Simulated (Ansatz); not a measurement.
# ZrC (P1) in Ansatz: convergence with k mesh

Aim: find how far k mesh must go before the results for ZrC settle, at PBEsol+U. This setting moves, with any that are tied to it; all else stays.

Program: Ansatz 0.2.0. These are calculated values, not measurements. Logs are shortened: lines on timing, memory, paths and dates and some standing lists are left out, and cuts for length are marked.

## Step 1: The cell of the first run

The typed cell holds 4 atoms: a = 3.391 Å, b = 3.391 Å, c = 5.290 Å, α = 90.00°, β = 90.00°, γ = 120.00°.

The cell comes from a database or a generator and needn't be the stable form of this composition.

The cell isn't the ideal one: atoms moved at random, drawn with an rms of 0.05 Å.

## Step 2: With k mesh 3 × 3 × 2

Input file input.yaml:

```yaml
crystal:
  lattice:
    - [3.3914762718, 0.0, 0.0]
    - [-1.6957381359, 2.9371046077, 0.0]
    - [0.0, 0.0, 5.290053]
  atoms:
    - { symbol: Zr, position: [0.656496, 0.336175, 0.745777] }
    - { symbol: Zr, position: [0.353429, 0.681477, 0.253385] }
    - { symbol: C, position: [-0.010682, -0.00857, 0.501031] }
    - { symbol: C, position: [0.001904, -0.009158, -0.002429] }
hamiltonian:
  xc: pbesol
  pseudopotentials: { kind: paw, level: accurate }
  hubbard: { sites: [{ species: Zr, l: d, u_eff: 5.3 }] }
kpoints:
  mp_grid: { grid: [3, 3, 2] }
scf:
  occupations: { method: cold, width: 0.1 }
output:
  forces: true
  stress: true
  eigenvalues: true
```

Potentials or basis: Ansatz PAW earlier set.

Command:

```
$ ansatz run input.yaml --threads 2 --pin off --max-ram 5632MiB --backend cpu --events-out ev --progress --plain --runs-dir out
```

Run time: 2.7 s. Hardware: 2 threads of Arm Neoverse V2, shared host; peak memory 0.36 GiB.

Results:

- Free energy: -8744.1901 eV
- Pressure: -0.6 GPa
- Largest force: 1.049 eV/Å
- Band gap on the k mesh: none (metal or under the smearing width)

## Step 3: With k mesh 4 × 4 × 2

input.yaml: that of step 2 with these lines changed.

```diff
@@ -15,3 +15,3 @@
 kpoints:
-  mp_grid: { grid: [3, 3, 2] }
+  mp_grid: { grid: [4, 4, 2] }
 scf:
```

Potentials or basis: Ansatz PAW earlier set.

Command:

```
$ ansatz run input.yaml --threads 2 --pin off --max-ram 5632MiB --backend cpu --events-out ev --progress --plain --runs-dir out
```

Wall time 4.2 s (2 threads of Arm Neoverse V2, shared host); peak memory 0.4 GiB.

What came out:

| Property | Result |
| --- | --- |
| Free energy | -8744.3005 eV |
| Pressure | -1.2 GPa |
| Largest force | 1.376 eV/Å |
| Band gap on the k mesh | none (metal or under the smearing width) |

## Step 4: With k mesh 4 × 4 × 3

input.yaml: that of step 3 with these lines changed.

```diff
@@ -15,3 +15,3 @@
 kpoints:
-  mp_grid: { grid: [4, 4, 2] }
+  mp_grid: { grid: [4, 4, 3] }
 scf:
```

Command:

```
$ ansatz run input.yaml --threads 2 --pin off --max-ram 5632MiB --backend cpu --events-out ev --progress --plain --runs-dir out
```

Wall time 5.8 s (2 threads of Arm Neoverse V2, shared host); peak memory 0.42 GiB.

What came out:

- Free energy: -8744.1735 eV
- Pressure: -0.6 GPa
- Largest force: 1.347 eV/Å
- Band gap on the k mesh: none (metal or under the smearing width)

## Step 5: With k mesh 5 × 5 × 3

input.yaml: that of step 4 with these lines changed.

```diff
@@ -15,3 +15,3 @@
 kpoints:
-  mp_grid: { grid: [4, 4, 3] }
+  mp_grid: { grid: [5, 5, 3] }
 scf:
```

Command:

```
$ ansatz run input.yaml --threads 2 --pin off --max-ram 5632MiB --backend cpu --events-out ev --progress --plain --runs-dir out
```

Wall time 8.6 s (2 threads of Arm Neoverse V2, shared host); peak memory 0.46 GiB.

Results:

```
Free energy            : -8744.1583 eV
Pressure               : -0.4 GPa
Largest force          : 1.322 eV/Å
Band gap on the k mesh : none (metal or under the smearing width)
```

## Step 6: With k mesh 7 × 7 × 4

input.yaml: that of step 5 with these lines changed.

```diff
@@ -15,3 +15,3 @@
 kpoints:
-  mp_grid: { grid: [5, 5, 3] }
+  mp_grid: { grid: [7, 7, 4] }
 scf:
```

Potentials or basis: Ansatz PAW earlier set.

Command:

```
$ ansatz run input.yaml --threads 2 --pin off --max-ram 5632MiB --backend cpu --events-out ev --progress --plain --runs-dir out
```

Wall time 21 s (2 threads of Arm Neoverse V2, shared host); peak memory 0.67 GiB.

It converged, with:

* Free energy: -8744.1280 eV
* Pressure: -0.3 GPa
* Largest force: 1.308 eV/Å
* Band gap on the k mesh: none (metal or under the smearing width)

## Step 7: With k mesh 8 × 8 × 5

input.yaml: that of step 6 with these lines changed.

```diff
@@ -15,3 +15,3 @@
 kpoints:
-  mp_grid: { grid: [7, 7, 4] }
+  mp_grid: { grid: [8, 8, 5] }
 scf:
```

Command:

```
$ ansatz run input.yaml --threads 2 --pin off --max-ram 5632MiB --backend cpu --events-out ev --progress --plain --runs-dir out
```

Wall time 33 s (2 threads of Arm Neoverse V2, shared host); peak memory 0.89 GiB.

It converged, with:

* Free energy: -8744.1124 eV
* Pressure: -0.3 GPa
* Largest force: 1.303 eV/Å
* Band gap on the k mesh: none (metal or under the smearing width)

## Step 8: With k mesh 10 × 10 × 6

input.yaml: that of step 7 with these lines changed.

```diff
@@ -15,3 +15,3 @@
 kpoints:
-  mp_grid: { grid: [8, 8, 5] }
+  mp_grid: { grid: [10, 10, 6] }
 scf:
```

Command:

```
$ ansatz run input.yaml --threads 2 --pin off --max-ram 5632MiB --backend cpu --events-out ev --progress --plain --runs-dir out
```

It took 62 s on 2 threads of Arm Neoverse V2, shared host; peak memory 1.4 GiB.

Results (log left out):

```yaml
Free_energy: -8744.1128 eV
Pressure: -0.3 GPa
Largest_force: 1.298 eV/Å
Band_gap_on_the_k_mesh: none (metal or under the smearing width)
```

## Step 9: With k mesh 12 × 12 × 7

input.yaml: that of step 8 with these lines changed.

```diff
@@ -15,3 +15,3 @@
 kpoints:
-  mp_grid: { grid: [10, 10, 6] }
+  mp_grid: { grid: [12, 12, 7] }
 scf:
```

Potentials or basis: Ansatz PAW earlier set.

Command:

```
$ ansatz run input.yaml --threads 2 --pin off --max-ram 5632MiB --backend cpu --events-out ev --progress --plain --runs-dir out
```

Wall time 1.7 min (2 threads of Arm Neoverse V2, shared host); peak memory 2.1 GiB.

Results (log left out):

```
Free energy            : -8744.1186 eV
Pressure               : -0.4 GPa
Largest force          : 1.316 eV/Å
Band gap on the k mesh : none (metal or under the smearing width)
```

## Step 10: With k mesh 15 × 15 × 8

input.yaml: that of step 9 with these lines changed.

```diff
@@ -15,3 +15,3 @@
 kpoints:
-  mp_grid: { grid: [12, 12, 7] }
+  mp_grid: { grid: [15, 15, 8] }
 scf:
```

Potentials or basis: Ansatz PAW earlier set.

Command:

```
$ ansatz run input.yaml --threads 2 --pin off --max-ram 5632MiB --backend cpu --events-out ev --progress --plain --runs-dir out
```

What it wrote:

```text
Warning: RAYON_NUM_THREADS=2 ignored (pool sized by the plan → 2); use --threads N
Zr: projections on atomic orbitals take those of the free atom [Ar 3d10] 4s2 4p6 4d2 5s2, of charge +0.00 (hamiltonian.pseudopotentials.projection_atoms); the dataset's partial waves leave at most 1.4e-7 of an orbital's norm unspanned inside its sphere
C: projections on atomic orbitals take those of the free atom [He] 2s2 2p2, of charge +0.00 (hamiltonian.pseudopotentials.projection_atoms); the dataset's partial waves leave at most 1.7e-8 of an orbital's norm unspanned inside its sphere
Engine: ansatz 0.2.0, aarch64-unknown-linux-gnu
Pseudopotentials: kind: paw, level: accurate
Pseudopotential: Zr, paw, valence charge 12, recommended cutoff 500 eV (high), Zr.paw.azcp
Pseudopotential: C, paw, valence charge 4, recommended cutoff 800 eV (normal), C.paw.azcp#accurate
Functional definition: PBEsol
  exchange = pbesol_x
  correlation = pbesol_c
Crystal: 4 atoms, lattice volume = 52.695 Å³
Basis set: ecut = 800 eV, 2695 PW (Γ), exchange–correlation on 64×64×100 points (8 copies of the dense FFT grid, shifted against one another)
Bands: 20, of which v1, the nominal top of the filled ones, is band 16 counted from 1 (15 counted from 0)
Symmetry: 1 space group operations
Space group: P1 (ITA 1), of the structure as read, at distance tolerance 3.7e-5 Å
k-points: 901 of 1800 (time reversal used)
Non-local potential: Zr, projectors of the file, l = 0: 3, l = 1: 3, l = 2: 3, l = 3: 2
Non-local potential: C, projectors of the file, l = 0: 2, l = 1: 2, l = 2: 2, l = 3: 1, l = 4: 1
PAW form: soft (Blöchl's): semilocal exchange-correlation on the pseudo side does not see the compensation charge
PAW frozen core: Zr, regenerated for the run's functional, and the local potential with it (the file was generated under x = pbe(κ = 0.804, μ = 0.2195149727645171), c = pbe(β = 0.06672455060314922))
PAW frozen core: C, regenerated for the run's functional, and the local potential with it (the file was generated under x = pbe(κ = 0.804, μ = 0.2195149727645171), c = pbe(β = 0.06672455060314922))
PAW one-centre angular grid: Zr, 590 points (default); XC on 64 Gauss nodes
PAW one-centre angular grid: C, 194 points (default); XC on 64 Gauss nodes
Initial density: superposition of atomic densities (chi_scale 0.1, normalization cell, long waves of neutral atoms under a Hubbard term (reshape's long-wave potential 0.00 eV rms, cloud 2.51 Å wide))
Initial wavefunctions: pseudopotential atomic-orbital guess
Functional: x = pbesol(κ = 0.804, μ = 0.12345679012345678), c = pbesol(β = 0.046)
SCF iter   1: F=—  HF=-8746.540901 eV  |F-HF|=—  |Δ(HF+E_count)|=         —  Δρ=1.21e-1  dr2=1.29e1  ethr=3.10e-3  ⟨swp⟩=4.9  Hψ=83274  notcnv=0
preconditioner: auto → Kerker (q_TF=auto, 2.511 Å⁻¹)  [metal: Δε(μ)=0.003 eV  Ē_g=17.459 eV  σ=0.100 eV  W_gap=0.02  n_scr=22 (ndim 8)  ℏωp=27.1 eV  f_vac=0.000  D(μ)=0.95/eV (n_scr^D=2)]
SCF iter   2: F=—  HF=-8743.967947 eV  |F-HF|=—  |Δ(HF+E_count)|=    2.57e0  S|Δr|=    0.00e0  Δρ=3.34e-2  dr2=5.02e-1  ethr=3.10e-3  ⟨swp⟩=3.1  Hψ=39353  notcnv=0  defer=4
SCF iter   3: F=—  HF=-8744.065421 eV  |F-HF|=—  |Δ(HF+E_count)|=   9.75e-2  S|Δr|=    0.00e0  Δρ=1.96e-2  dr2=1.10e-1  ethr=1.57e-3  ⟨swp⟩=2.5  Hψ=27964  notcnv=0  defer=4
SCF iter   4: F=—  HF=-8744.123392 eV  |F-HF|=—  |Δ(HF+E_count)|=   5.80e-2  S|Δr|=    0.00e0  Δρ=4.43e-3  dr2=7.42e-3  ethr=3.45e-4  ⟨swp⟩=2.3  Hψ=30124  notcnv=0  defer=4
SCF iter   5: F=—  HF=-8744.123467 eV  |F-HF|=—  |Δ(HF+E_count)|=   7.48e-5  S|Δr|=    0.00e0  Δρ=8.42e-4  dr2=4.89e-4  ethr=2.32e-5  ⟨swp⟩=2.0  Hψ=25830  notcnv=0  defer=4
SCF iter   6: F=—  HF=-8744.123413 eV  |F-HF|=—  |Δ(HF+E_count)|=   5.44e-5  S|Δr|=    0.00e0  Δρ=3.63e-4  dr2=1.24e-4  ethr=1.53e-6  ⟨swp⟩=2.0  Hψ=24634  notcnv=0  defer=4
SCF iter   7: F=—  HF=-8744.123390 eV  |F-HF|=—  |Δ(HF+E_count)|=   2.23e-5  S|Δr|=    0.00e0  Δρ=7.52e-5  dr2=3.14e-6  ethr=3.86e-7  ⟨swp⟩=2.0  Hψ=25087  notcnv=0  defer=4
SCF iter   8: F=—  HF=-8744.123393 eV  |F-HF|=—  |Δ(HF+E_count)|=   2.23e-6  S|Δr|=    0.00e0  Δρ=2.04e-5  dr2=3.33e-7  ethr=9.81e-9  ⟨swp⟩=3.0  Hψ=32119  notcnv=0  defer=4
SCF iter   9: F=-8744.123392 eV  HF=-8744.123392 eV  |F-HF|=5.53e-9  |Δ(HF+E_count)|=   4.94e-8  S|Δr|=    0.00e0  Δρ=3.84e-6  dr2=1.02e-8  ethr=3.13e-10  ⟨swp⟩=6.9  Hψ=85967  notcnv=0
SCF 1 converged in 9 iterations: F = -8744.123392 eV  dr2 = 1.02e-8
SCF converged after 9 iterations
Stability not checked: this state was not tested for a lower state beside it, because cold or Methfessel-Paxton smearing, or corrected tetrahedra, fill the levels in a way that the test cannot read (fill_not_monotonic; see scf.lower_state_search)
Free energy (F): -8744.123392 eV
Harris-Foulkes:  -8744.123392 eV  (|F-HF|=5.53e-9)
Internal energy: -8744.123624 eV  (E = F + TS)
E sigma→0 (E₀):  -8744.123470 eV
Entropy (-TS):   0.000232 eV (0.058 meV/atom)
Fermi energy:    15.717949 eV
--- Per-component energies (eV) ---
  E_band       = -105.235342
  E_kinetic    = 926.843679
  E_local      = -1743.943978  (includes V_loc(G=0)·N_el)
  E_nonlocal   = 662.252870
  E_hartree    = 377.175187
  E_xc         = -527.468673
  E_vxc        = -564.119958  (∫ρ·V_xc dr)
  E_hubbard    = 10.415003  (on-site DFT+U / exact-exchange correction)
  E_vhub       = 6.455642  (the Hubbard potential's part of the band-sum identity)
  E_paw        = -5898.548392  (= ΣΔE_a, less E_core_relax)
  E_vpaw       = -147.074263  (= ΣTr[D̂ρ^β], less what the cores' own moments, if any, meet on the grid)
  E_core_relax = -0.000271  (the energy of the cores' relaxation)
  E_aug_tail   = 0.000005  (compensation charges beyond the density's cutoff)
  E_ewald      = -2551.222600
  E_core_change = 0.373545  (= ΣΔE_core)
  E_smearing   = 0.000232  (= −TS)
  E_closure    = -0.000000  (closes the sum)
  Σ components = -8744.123392   (vs F -8744.123392, Δ=0.00e0)
--- Forces (eV/Å), atoms counted from 1 ---
  atom   1  Zr     0.54481874    -0.46247885     0.63912684
  atom   2  Zr    -0.66070189    -0.92680916    -0.66934671
  atom   3  C      0.21109822     0.73105393    -0.09228359
  atom   4  C     -0.09522095     0.65823143     0.12250028
  max |Σ_I F_I| component: 5.88e-6 eV/Å
--- Stress (GPa, compression-positive) ---
       -2.645320      -0.101943       0.437865
       -0.101943      -2.440822       0.135293
        0.437865       0.135293       3.886062
  P = ⅓ Tr σ = -0.4000 GPa (-4.000 kbar)
--- Band table (eV; the first three rows and the last of 901) ---
  k-point 0: bands = ["-33.9480", "-33.8013", "-12.4745", "-11.8147", "-11.7655", "-11.6866", "-11.6858", "-11.6098", "3.2555", "7.0402", "9.5070", "12.6175", "12.7307", "13.9589", "14.4479", "16.6368", "16.9413", "17.0707", "17.1574", "17.3037"]
  k-point 1: bands = ["-33.9441", "-33.8073", "-12.4441", "-11.8101", "-11.7633", "-11.6903", "-11.6890", "-11.6443", "3.3512", "6.7196", "9.8826", "12.6358", "12.7292", "13.8307", "14.2603", "16.1940", "17.0939", "17.1427", "17.3579", "17.5202"]
  k-point 2: bands = ["-33.9324", "-33.8237", "-12.3566", "-11.7975", "-11.7627", "-11.7365", "-11.7027", "-11.6955", "3.6313", "6.0583", "10.7075", "12.6987", "12.7393", "13.5524", "13.8681", "15.1393", "17.5352", "17.6587", "17.8372", "18.1254"]
  k-point 900: bands = ["-33.8508", "-33.8007", "-12.3494", "-12.1757", "-12.0767", "-11.9779", "-11.7767", "-11.7370", "5.3869", "6.1201", "10.1981", "11.7745", "12.3669", "12.4742", "13.8225", "14.6152", "16.3841", "18.6251", "19.5541", "19.8202"]
Occupation matrices written to <dir>
```

Run time: 3.1 min. Hardware: 2 threads of Arm Neoverse V2, shared host; peak memory 3.4 GiB.

What came out:

```
Free energy            : -8744.1234 eV
Pressure               : -0.4 GPa
Largest force          : 1.320 eV/Å
Band gap on the k mesh : none (metal or under the smearing width)
```

## Step 11: Summary

```tsv
k mesh	energy less the tightest run, at zero smearing (meV/atom)	pressure (GPa)	largest force (eV/Å)	SCF cycles	CPU time (s)	peak memory (GiB)
3 × 3 × 2	-16.27	-0.58	1.049	9	5.2	0.36
4 × 4 × 2	-43.91	-1.17	1.376	9	8.2	0.4
4 × 4 × 3	-12.18	-0.62	1.347	9	11	0.42
5 × 5 × 3	-8.65	-0.42	1.322	9	17	0.46
7 × 7 × 4	-1.00	-0.35	1.308	9	41	0.67
8 × 8 × 5	2.91	-0.29	1.303	9	65	0.89
10 × 10 × 6	2.72	-0.33	1.298	9	120	1.4
12 × 12 × 7	1.26	-0.37	1.316	9	200	2.1
15 × 15 × 8	0.00	-0.40	1.320	9	370	3.4
```

Against the tightest run, the pressure stays within 0.1 GPa from 10 × 10 × 6 on; the largest force stays within 0.005 eV/Å from 12 × 12 × 7 on. Not settled before the last step: the energy (to 1 meV/atom). Meshes of other sizes hit other points, so gaps and Fermi surfaces needn't settle smoothly. The tightest run that finished is the yardstick and may itself not be fully converged.

Caveats: U without spin polarisation on a metal has little footing; the PAW data sets come from PBE, with cores solved anew for the run's functional, which leaves a small shift of forces and pressure; the U is typed as a test and isn't derived for this compound.
